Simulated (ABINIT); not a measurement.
**A GW run on KF (Carobbiite) in ABINIT, with inputs changed**

What do changed inputs do to GW on KF (Carobbiite)?

Calculated with ABINIT 10.8.3; PBE and many-body steps on it, plane waves.

## Step 1: The structure

The structure is cubic, space group Fm-3m (No. 225). The conventional cell has a = 5.344 Å, b = 5.344 Å, c = 5.344 Å, α = 90.00°, β = 90.00°, γ = 90.00°. Nearest to K lie 6 F at 2.67 Å. Nearest to F lie 6 K at 2.67 Å. Farther neighbours and most contacts between anions are not listed.

The cell and positions come from the Crystallography Open Database and are kept as given unless a step says otherwise.

## Step 2: Screening, 6×6×6 mesh, 151 bands, screening to 217.7 eV

This step: ABINIT 10.8.3; RPA screening on PBE, plane waves, norm-conserving pseudopotentials.

The RPA dielectric matrix is built and inverted for each q.

The input, run.abi:

```
acell 3*1.0 Angstrom
rprim 
  0.000000000000 2.671850000000 2.671850000000
  2.671850000000 0.000000000000 2.671850000000
  2.671850000000 2.671850000000 0.000000000000
ntypat 2
znucl 19 9
natom 2
typat 1 2
xred 
  0.000000000000 0.000000000000 0.000000000000
  0.500000000000 0.500000000000 0.500000000000
pp_dirpath "pseudos"
pseudos "K.upf, F.upf"
ecut 36
ngkpt 6 6 6
nshiftk 1
shiftk 0 0 0
kptopt 1
chksymbreak 0
istwfk *1
occopt 1
irdwfk 1
optdriver 3
nband 151
ecuteps 8
inclvkb 2
awtr 1
symchi 1
indata_prefix "in"
outdata_prefix "out"
tmpdata_prefix "tmp"
```

Command:

```sh
> OMP_NUM_THREADS=1 mpirun -n 4 abinit run.abi > log
```

Log:

```text
.Version 10.8.3 of ABINIT. v10.8.2 released Aug 2026.

 Symmetries : space group Fm -3 m (#225); Bravais cF (face-center cubic)
[... echo of the input left out ...]
== DATASET  1 ==================================================================
-   mpi_nproc: 4, omp_nthreads: 1 (-1 if OMP is not activated)

--- !DatasetInfo
iteration_state: {dtset: 1, }
dimensions: {natom: 2, nkpt: 16, mband: 151, nsppol: 1, nspinor: 1, nspden: 1, mpw: 2685, }
cutoff_energies: {ecut:  36.0, pawecutdg:  -1.0, }
electrons: {nelect:   1.60000000E+01, charge:   0.00000000E+00, occopt:   1.00000000E+00, tsmear:   1.00000000E-02, }

 SCREENING: Calculation of the susceptibility and dielectric matrices

 Based on a program developped by R.W. Godby, V. Olevano, G. Onida, and L. Reining.
 Incorporated in ABINIT by V. Olevano, G.-M. Rignanese, and M. Torrent.
.Using double precision arithmetic ; gwpc =  8

[... cell and pseudopotentials left out ...]
--------------------------------------------------------------------------------

 ==== K-mesh for the wavefunctions ====
 Number of points in the irreducible wedge :    16
[... list of points left out ...]
 Together with 48 symmetry operations and time-reversal symmetry
 yields   216 points in the full Brillouin Zone.

 ==== Q-mesh for the screening function ====
 Number of points in the irreducible wedge :    16
[... list of points left out ...]
 Together with 48 symmetry operations and time-reversal symmetry
 yields   216 points in the full Brillouin Zone.

 setmesh: FFT mesh size selected  =    30x   30x   30
          total number of points  =        27000

 vcoul_init : cutoff-mode = AUXILIARY_FUNCTION
 q-points for optical limit:   1
     1)      0.000010    0.000020    0.000030

- screening: taking advantage of time-reversal symmetry
- Maximum band index for partially occupied states nbvw = 8
- Remaining bands to be divided among processors   nbcw = 143
- Number of bands treated by each node ~35

 Number of electrons calculated from density =   16.0000; Expected =   16.0000
 average of density, n =  0.062152
 r_s =    1.5661
 omega_plasma =   24.0483 [eV]

 calculating chi0 at frequencies [eV] :
  1    0.000000E+00    0.000000E+00
  2    0.000000E+00    2.404829E+01

--------------------------------------------------------------------------------
  q-point number  1        q = ( 0.000000, 0.000000, 0.000000) [r.l.u.]
--------------------------------------------------------------------------------
[... chi0 elements left out ...]
 For q-point:  0.000010 0.000020 0.000030
  dielectric constant =   1.8940
  dielectric constant without local fields =   2.1054

  Average fulfillment of the sum rule on Im[epsilon] for q-point    1 :     75.44  [%]
[... wings left out ...]
  q-point number  2        q = ( 0.166667, 0.000000, 0.000000) [r.l.u.]
--------------------------------------------------------------------------------
[... chi0 elements left out ...]
  Average fulfillment of the sum rule on Im[epsilon] for q-point    2 :     83.97  [%]

 [... 14 further q-points ...]
```

Wall time 12 min (4 MPI ranks of Intel Xeon Platinum 8259CL at 2.50GHz (Skylake/Cascade Lake), shared host); peak memory 1.8 GiB; 49 min of CPU time.

This step gave:

* ε∞ with local fields, on this mesh, along the program's q direction: 1.894
* the same without local fields: 2.105
* plasma frequency: 24.05 eV
* plane waves in the screening matrix: 283

Local fields lower ε∞ by 10 %.

## Step 3: Base

The self-energy is evaluated for the states that the input lists, and the levels follow from it, in one-shot runs by the linearised quasiparticle equation.

This step: G0W0 on PBE, plane waves, norm-conserving pseudopotentials.

Edit run.abi of step 2 so:

```diff
@@ -23,8 +23,15 @@
 irdwfk 1
-optdriver 3
+optdriver 4
 nband 151
+gwcalctyp 0
+ecutsigx 36
+symsigma 1
+nkptgw 1
+kptgw 
+  0.0000000000 0.0000000000 0.0000000000
+bdgw 
+  6 12
 ecuteps 8
-inclvkb 2
-awtr 1
-symchi 1
+irdscr 1
+ppmodel 1
 indata_prefix "in"
```

Log:

```text
.Version 10.8.3 of ABINIT. v10.8.2 released Aug 2026.

 Symmetries : space group Fm -3 m (#225); Bravais cF (face-center cubic)
[... echo of the input left out ...]
== DATASET  1 ==================================================================
-   mpi_nproc: 4, omp_nthreads: 1 (-1 if OMP is not activated)

--- !DatasetInfo
iteration_state: {dtset: 1, }
dimensions: {natom: 2, nkpt: 16, mband: 151, nsppol: 1, nspinor: 1, nspden: 1, mpw: 2685, }
cutoff_energies: {ecut:  36.0, pawecutdg:  -1.0, }
electrons: {nelect:   1.60000000E+01, charge:   0.00000000E+00, occopt:   1.00000000E+00, tsmear:   1.00000000E-02, }

 SIGMA: Calculation of the GW corrections

 Based on a program developped by R.W. Godby, V. Olevano, G. Onida, and L. Reining.
 Incorporated in ABINIT by V. Olevano, G.-M. Rignanese, and M. Torrent.
.Using double precision arithmetic ; gwpc =  8

[... cell and pseudopotentials left out ...]
--------------------------------------------------------------------------------

 ==== K-mesh for the wavefunctions ====
 Number of points in the irreducible wedge :    16
[... list of points left out ...]
 Together with 48 symmetry operations and time-reversal symmetry
 yields   216 points in the full Brillouin Zone.

 ==== Q-mesh for screening function ====
 Number of points in the irreducible wedge :    16
[... list of points left out ...]
 Together with 48 symmetry operations and time-reversal symmetry
 yields   216 points in the full Brillouin Zone.

 vcoul_init : cutoff-mode = AUXILIARY_FUNCTION
 q-points for optical limit:   1
     1)      0.000010    0.000020    0.000030
 setmesh: FFT mesh size selected  =    40x   40x   40
          total number of points  =        64000

 Number of electrons calculated from density =   16.0000; Expected =   16.0000
 average of density, n =  0.062152
 r_s =    1.5661
 omega_plasma =   24.0483 [eV]

 === KS Band Gaps ===
  >>>> For spin  1
   Minimum direct gap =   6.1994 [eV], located at k-point      :   0.0000  0.0000  0.0000
   Fundamental gap    =   6.1994 [eV], Top of valence bands at :   0.0000  0.0000  0.0000
                                       Bottom of conduction at :   0.0000  0.0000  0.0000
 SIGMA fundamental parameters:
 PLASMON POLE MODEL  1
 number of plane-waves for SigmaX                 2685
 number of plane-waves for SigmaC and W            283
 number of plane-waves for wavefunctions          2685
 number of bands                                   151
 number of independent spin polarizations            1
 number of spinorial components                      1
 number of k-points in IBZ                          16
 number of q-points in IBZ                          16
 number of symmetry operations                      48
 number of k-points in BZ                          216
 number of q-points in BZ                          216
 number of frequencies for dSigma/dE                 9
 frequency step for dSigma/dE [eV]                0.25
 number of omega for Sigma on real axis              0
 max omega for Sigma on real axis  [eV]           0.00
 zcut for avoiding poles [eV]                     0.10

 EPSILON^-1 parameters (SCR file):
 dimension of the eps^-1 matrix on file            283
 dimension of the eps^-1 matrix used               283
 number of plane-waves for wavefunctions          2685
 number of bands                                   151
 number of q-points in IBZ                          16
 number of frequencies                               2
 number of real frequencies                          1
 number of imag frequencies                          1

 matrix elements of self-energy operator (all in [eV])

 Perturbative Calculation

--- !SelfEnergy_ee
iteration_state: {dtset: 1, }
kpoint     : [   0.000,    0.000,    0.000, ]
spin       : 1
KS_gap     :    6.199
QP_gap     :    9.616
Delta_QP_KS:    3.417
data: !SigmaeeData |
     Band     E0 <VxcDFT>   SigX SigC(E0)      Z dSigC/dE  Sig(E)    E-E0       E
        6   0.131 -21.899 -29.568   4.684   0.806  -0.241 -24.305  -2.406  -2.276
        7   0.131 -21.899 -29.568   4.684   0.806  -0.241 -24.305  -2.406  -2.276
        8   0.131 -21.899 -29.568   4.684   0.806  -0.241 -24.305  -2.406  -2.276
        9   6.330  -7.969  -4.027  -2.816   0.898  -0.114  -6.959   1.010   7.340
       10  10.825 -10.841  -4.975  -3.159   0.890  -0.123  -8.431   2.410  13.235
       11  10.825 -10.841  -4.975  -3.159   0.890  -0.123  -8.431   2.410  13.235
       12  10.825 -10.841  -4.975  -3.159   0.890  -0.123  -8.431   2.410  13.235

== END DATASET(S) ==============================================================
================================================================================

 -outvars: echo values of variables after computation  --------
           etotal      0.0000000000E+00
            nband         151
             nkpt          16
          spgroup         225
 [... the other variables as echoed above ...]

 Calculation completed.
```

Elapsed: 39 s, on 4 MPI ranks; peak memory 1.8 GiB.

Numbers from this step:

```yaml
g0w0_gap_on_the_points_computed: 9.616 eV
starting_gap_on_the_mesh: 6.199 eV
k_of_the_valence_top: 0, 0, 0
k_of_the_conduction_bottom: 0, 0, 0
z_at_the_valence_top: 0.806
z_at_the_conduction_bottom: 0.898
least_direct_g0w0_gap_on_the_computed_points: 9.616 eV
```

The gap on the mesh goes from 6.20 eV to 9.62 eV, a correction of +3.42 eV.

## Step 4: Scissors in G

Edit run.abi of step 3 so:

```diff
@@ -36,2 +36,3 @@
 ppmodel 1
+mbpt_sciss 1.0 eV
 indata_prefix "in"
```

Log:

```text
.Version 10.8.3 of ABINIT. v10.8.2 released Aug 2026.

 Symmetries : space group Fm -3 m (#225); Bravais cF (face-center cubic)
[... echo of the input left out ...]
== DATASET  1 ==================================================================
-   mpi_nproc: 4, omp_nthreads: 1 (-1 if OMP is not activated)

--- !DatasetInfo
iteration_state: {dtset: 1, }
dimensions: {natom: 2, nkpt: 16, mband: 151, nsppol: 1, nspinor: 1, nspden: 1, mpw: 2685, }
cutoff_energies: {ecut:  36.0, pawecutdg:  -1.0, }
electrons: {nelect:   1.60000000E+01, charge:   0.00000000E+00, occopt:   1.00000000E+00, tsmear:   1.00000000E-02, }

 SIGMA: Calculation of the GW corrections

 Based on a program developped by R.W. Godby, V. Olevano, G. Onida, and L. Reining.
 Incorporated in ABINIT by V. Olevano, G.-M. Rignanese, and M. Torrent.
.Using double precision arithmetic ; gwpc =  8

[... cell and pseudopotentials left out ...]
--------------------------------------------------------------------------------

 ==== K-mesh for the wavefunctions ====
 Number of points in the irreducible wedge :    16
[... list of points left out ...]
 Together with 48 symmetry operations and time-reversal symmetry
 yields   216 points in the full Brillouin Zone.

 ==== Q-mesh for screening function ====
 Number of points in the irreducible wedge :    16
[... list of points left out ...]
 Together with 48 symmetry operations and time-reversal symmetry
 yields   216 points in the full Brillouin Zone.

 vcoul_init : cutoff-mode = AUXILIARY_FUNCTION
 q-points for optical limit:   1
     1)      0.000010    0.000020    0.000030
 setmesh: FFT mesh size selected  =    40x   40x   40
          total number of points  =        64000

 Number of electrons calculated from density =   16.0000; Expected =   16.0000
[...]
number of frequencies for dSigma/dE                 9
 frequency step for dSigma/dE [eV]                0.25
 number of omega for Sigma on real axis              0
 max omega for Sigma on real axis  [eV]           0.00
 zcut for avoiding poles [eV]                     0.10
 scissor energy [eV]                              1.00

 EPSILON^-1 parameters (SCR file):
 dimension of the eps^-1 matrix on file            283
 dimension of the eps^-1 matrix used               283
 number of plane-waves for wavefunctions          2685
 number of bands                                   151
 number of q-points in IBZ                          16
 number of frequencies                               2
 number of real frequencies                          1
 number of imag frequencies                          1

 matrix elements of self-energy operator (all in [eV])

 Perturbative Calculation

--- !SelfEnergy_ee
iteration_state: {dtset: 1, }
kpoint     : [   0.000,    0.000,    0.000, ]
spin       : 1
KS_gap     :    6.199
QP_gap     :    9.690
Delta_QP_KS:    3.491
data: !SigmaeeData |
     Band     E0 <VxcDFT>   SigX SigC(E0)      Z dSigC/dE  Sig(E)    E-E0       E
        6   0.131 -21.899 -29.568   4.709   0.807  -0.240 -24.287  -2.388  -2.257
        7   0.131 -21.899 -29.568   4.709   0.807  -0.240 -24.287  -2.388  -2.257
        8   0.131 -21.899 -29.568   4.709   0.807  -0.240 -24.287  -2.388  -2.257
        9   6.330  -7.969  -4.027  -2.827   0.898  -0.114  -6.866   1.103   7.433
       10  10.825 -10.841  -4.975  -3.170   0.891  -0.123  -8.330   2.511  13.335
       11  10.825 -10.841  -4.975  -3.170   0.891  -0.123  -8.330   2.511  13.335
       12  10.825 -10.841  -4.975  -3.170   0.891  -0.123  -8.330   2.511  13.335

== END DATASET(S) ==============================================================
================================================================================

 -outvars: echo values of variables after computation  --------
           etotal      0.0000000000E+00
            nband         151
             nkpt          16
          spgroup         225
 [... the other variables as echoed above ...]

 Calculation completed.
```

It took 43 s on 4 MPI ranks; peak memory 1.8 GiB.

This step gave:

| Item | Value |
| --- | --- |
| G0W0 gap on the points computed | 9.69 eV |
| starting gap on the mesh | 6.199 eV |
| k of the valence top | 0, 0, 0 |
| k of the conduction bottom | 0, 0, 0 |
| Z at the valence top | 0.807 |
| Z at the conduction bottom | 0.898 |
| least direct G0W0 gap on the computed points | 9.69 eV |

## Step 5: No symmetry in the self-energy

Edit run.abi of step 4 so:

```diff
@@ -27,3 +27,3 @@
 ecutsigx 36
-symsigma 1
+symsigma 0
 nkptgw 1
@@ -36,3 +36,2 @@
 ppmodel 1
-mbpt_sciss 1.0 eV
 indata_prefix "in"
```

Log:

```text
.Version 10.8.3 of ABINIT. v10.8.2 released Aug 2026.

 Symmetries : space group Fm -3 m (#225); Bravais cF (face-center cubic)
[... echo of the input left out ...]
== DATASET  1 ==================================================================
-   mpi_nproc: 4, omp_nthreads: 1 (-1 if OMP is not activated)

--- !DatasetInfo
iteration_state: {dtset: 1, }
dimensions: {natom: 2, nkpt: 16, mband: 151, nsppol: 1, nspinor: 1, nspden: 1, mpw: 2685, }
cutoff_energies: {ecut:  36.0, pawecutdg:  -1.0, }
[...]
10  10.825 -10.841  -4.975  -3.159   0.890  -0.123  -8.431   2.410  13.235
       11  10.825 -10.841  -4.975  -3.159   0.890  -0.123  -8.431   2.410  13.235
       12  10.825 -10.841  -4.975  -3.159   0.890  -0.123  -8.431   2.410  13.235

== END DATASET(S) ==============================================================
================================================================================

 -outvars: echo values of variables after computation  --------
           etotal      0.0000000000E+00
            nband         151
             nkpt          16
          spgroup         225
 [... the other variables as echoed above ...]

 Calculation completed.
```

The job ended after 7.7 min (4 MPI ranks; peak memory 1.8 GiB; 31 min of CPU time).

Numbers from this step:

```yaml
g0w0_gap_on_the_points_computed: 9.616 eV
starting_gap_on_the_mesh: 6.199 eV
k_of_the_valence_top: 0, 0, 0
k_of_the_conduction_bottom: 0, 0, 0
least_direct_g0w0_gap_on_the_computed_points: 9.616 eV
```

Against G0W0 in ABINIT (6×6×6 mesh, 151 bands, screening to 217.7 eV, Godby-Needs plasmon pole), the gap moves by +0.000 eV.

## Step 6: Broadening of the poles

Edit run.abi of step 5 so:

```diff
@@ -27,3 +27,3 @@
 ecutsigx 36
-symsigma 0
+symsigma 1
 nkptgw 1
@@ -36,2 +36,3 @@
 ppmodel 1
+zcut 0.5 eV
 indata_prefix "in"
```

Log:

```text
.Version 10.8.3 of ABINIT. v10.8.2 released Aug 2026.

 Symmetries : space group Fm -3 m (#225); Bravais cF (face-center cubic)
[... echo of the input left out ...]
== DATASET  1 ==================================================================
-   mpi_nproc: 4, omp_nthreads: 1 (-1 if OMP is not activated)

--- !DatasetInfo
iteration_state: {dtset: 1, }
dimensions: {natom: 2, nkpt: 16, mband: 151, nsppol: 1, nspinor: 1, nspden: 1, mpw: 2685, }
cutoff_energies: {ecut:  36.0, pawecutdg:  -1.0, }
[...]
10  10.825 -10.841  -4.975  -3.159   0.890  -0.123  -8.431   2.410  13.235
       11  10.825 -10.841  -4.975  -3.159   0.890  -0.123  -8.431   2.410  13.235
       12  10.825 -10.841  -4.975  -3.159   0.890  -0.123  -8.431   2.410  13.235

== END DATASET(S) ==============================================================
================================================================================

 -outvars: echo values of variables after computation  --------
           etotal      0.0000000000E+00
            nband         151
             nkpt          16
          spgroup         225
 [... the other variables as echoed above ...]

 Calculation completed.
```

Run time: 42 s. Hardware: 4 MPI ranks; peak memory 1.8 GiB.

Numbers from this step:

```yaml
g0w0_gap_on_the_points_computed: 9.616 eV
starting_gap_on_the_mesh: 6.199 eV
k_of_the_valence_top: 0, 0, 0
k_of_the_conduction_bottom: 0, 0, 0
least_direct_g0w0_gap_on_the_computed_points: 9.616 eV
```

Against G0W0 in ABINIT (6×6×6 mesh, 151 bands, screening to 217.7 eV, Godby-Needs plasmon pole), the gap moves by +0.000 eV.

[end of part 1 of 2]

[Paths, hosts, dates, memory and timing lines, banners, echoed tables and standing remarks are left out of the program output.]

[Logs are printed without paths, hosts, clocks, repeated set-up lines and the standing remarks that a program may print on its own settings, such as how far it seeks lower states.]

[Runs of the session that timed out or met a known fault of the program may be left out.]

[Hosts, paths, dates, database ids (printed as entryN), source tags and the programs' standing remarks are cut or masked in the printed files.]

[G0W0 gaps are taken among the corrected bands and points alone; a level outside them can change the order at an edge.]

[Where Ansatz stands beside ABINIT at settings called matched, ABINIT's density can come from a denser mesh and the files from another edition; pairs whose starting gaps differed by over 0.03 eV were left out, so agreement reads better than it is.]
